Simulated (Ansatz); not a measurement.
The system is CdF2.

```
Cd F
1.0
     0.00000    2.69400    2.69400
     2.69400    0.00000    2.69400
     2.69400    2.69400    0.00000
Cd F
1 2
Direct
  0.00000 0.00000 0.00000
  0.75000 0.75000 0.75000
  0.25000 0.25000 0.25000
```

Program: Ansatz 0.2.0. Alike in all runs: potentials or basis Ansatz PAW; cell as given; cutoff (eV) 420.

Order these runs on this cell by their pressure, lowest first.
A. level PBEsol; spin SOC, no magnetisation; k mesh 7 × 7 × 7; smearing fermi-dirac 0.05 eV; points for each segment of the path 14
B. level LDA; spin SOC, no magnetisation; k mesh 7 × 7 × 7; smearing fermi-dirac 0.05 eV; points for each segment of the path 14
C. level PBE; spin off; k mesh 9 × 9 × 9; smearing gaussian 0.028 eV
D. level RPBE; spin off; k mesh 9 × 9 × 9; smearing fermi-dirac 0.05 eV; points for each segment of the path 14

B (-5.7 GPa), A (-0.3 GPa), C (5.5 GPa), D (10.3 GPa).

Caveats: the PAW data sets come from PBE, with cores solved anew for the run's functional, which leaves a small shift of forces and pressure (some runs); the potentials were made for another functional, which shifts forces and pressure (some runs).

Not every run made on this cell is shown here.
